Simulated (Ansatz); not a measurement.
What does this script print? It uses the Ansatz DFT code, driven from Python.

`run_elastic.py`:
```python
"""Elastic constants of NaI."""

from dataclasses import dataclass
import warnings

import ansatz
import numpy as np


@dataclass(frozen=True)
class Options:
    occupations: str = "fixed"
    functional: str = "PBEsol"
    kgrid: tuple[int, ...] = (6, 6, 6)


cfg = Options()

warnings.simplefilter("ignore", ansatz.DeckWarning)

structure = (
    ansatz.Lattice.of((0.0, 3.2364, 3.2364), (3.2364, 0.0, 3.2364), (3.2364, 3.2364, 0.0))
    .atom("Na", (0.0, 0.0, 0.0))
    .atom("I", (0.5, 0.5, 0.5))
)

calc = structure.calculation()
calc = calc.occupations(cfg.occupations)
calc = calc.functional(cfg.functional)
calc = calc.pseudopotentials("paw").kpoints(*cfg.kgrid)
out = calc.elastic("relaxed_ion", amplitude=0.01).run(threads=1, backend="cpu")
elastic = out.elastic

print("C_ij (GPa), Voigt order xx yy zz yz xz xy")
for row in elastic.c_gpa:
    print(" ".join(f"{value:8.1f}" for value in row))
print("smallest eigenvalue of C:", round(elastic.stability.min_eigenvalue_gpa, 1), "GPa; stable:", elastic.stability.stable)
# averaged moduli need a positive definite tensor
if elastic.stability.min_eigenvalue_gpa > 0:
    for name, value in elastic.moduli.to_plain().items():
        print(f"{name:14s} {value:9.3f}")
    S = np.linalg.inv(elastic.c_gpa)
    print("Young modulus along x, y, z (GPa):", np.round(1 / np.diag(S)[:3], 1))
    print("linear compressibility along x, y, z (1/TPa):", np.round(1000 * S[:3, :3].sum(axis=1), 2))
```

Output of `python run_elastic.py`:
```text
C_ij (GPa), Voigt order xx yy zz yz xz xy
    30.2      6.8      6.8     -0.0      0.0      0.0
     6.8     30.2      6.8      0.0     -0.0     -0.0
     6.8      6.8     30.2      0.0     -0.0      0.0
     0.0     -0.0     -0.0      6.7     -0.0      0.0
    -0.0     -0.0      0.0      0.0      6.7     -0.0
    -0.0      0.0      0.0      0.0      0.0      6.7
smallest eigenvalue of C: 6.7 GPa; stable: True
k_voigt_gpa       14.576
k_reuss_gpa       14.576
k_hill_gpa        14.576
g_voigt_gpa        8.680
g_reuss_gpa        8.046
g_hill_gpa         8.363
youngs_gpa        21.061
poisson            0.259
Young modulus along x, y, z (GPa): [27.7 27.7 27.7]
linear compressibility along x, y, z (1/TPa): [22.87 22.87 22.87]
```

Caveats:
- A positive definite tensor excludes instabilities under uniform strain alone; phonons elsewhere in the zone can still be imaginary.
- The structure is a deposited one; some such entries were measured under pressure or heat, so a shift against it needn't be the functional's error alone.
- The constants belong to the cell that was strained; where it wasn't relaxed first it may be under stress.
- Wall time of the script: 20 s on 1 thread of Arm Neoverse V2, on a shared host, peak memory 0.43 GiB.

(A comment or docstring line of the script was reworded after the run, the code is as it ran; lines on the test bed's own set-up are left out of the output.)
